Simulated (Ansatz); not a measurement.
## Two Ansatz runs on WC

The geometry is COD entry 2102244, unchecked; take it as a test cell. The listed cell was then made from it by scaling, straining or moving an atom.

First run: DFT, PBE, all-electron LAPW, scalar-relativistic (Ansatz 0.2.0).

Command: `ansatz run input.yaml --threads 1 --pin off --max-ram 2048MiB --backend cpu --events-out ev --progress --plain --runs-dir out` The run took 55 s on 1 thread of Arm Neoverse V1 (shared host), peak memory 0.47 GiB.

```yaml
crystal:
  lattice:
    - [2.8417946007, 0.0, 0.0]
    - [-1.4208973004, 2.4610663166, 0.0]
    - [0.0, 0.0, 2.7717403707]
  atoms:
    - { symbol: W, position: [0.0, 0.0, 0.0] }
    - { symbol: C, position: [0.6666666667, 0.3333333333, 0.5] }
kpoints:
  mp_grid: { grid: [13, 13, 12] }
scf:
  occupations: { method: fermi_dirac, width: 0.05 }
hamiltonian:
  xc: pbe
  pseudopotentials: { kind: all_electron, lapw: { basis_error: 0.001 } }
output:
  forces: true
  stress: true
  eigenvalues: true
```

Result: converged; pressure 37.7 GPa; no gap on the k mesh; 8 SCF iterations.

Spin–orbit coupling is left out, though it moves levels of the heavy atoms by tenths of an eV or more.

The input is then changed:

```diff
@@ -8,5 +8,5 @@
     - { symbol: C, position: [0.6666666667, 0.3333333333, 0.5] }
 kpoints:
-  mp_grid: { grid: [13, 13, 12] }
+  mp_grid: { grid: [4, 4, 4] }
 scf:
   occupations: { method: fermi_dirac, width: 0.05 }
```

Predict the outcome of the changed run.

It converged; energy at zero smearing +33.5 meV/atom from the first run; pressure 38.8 GPa; no gap on the k mesh; 8 SCF iterations. Some of these settings are too coarse for converged properties.
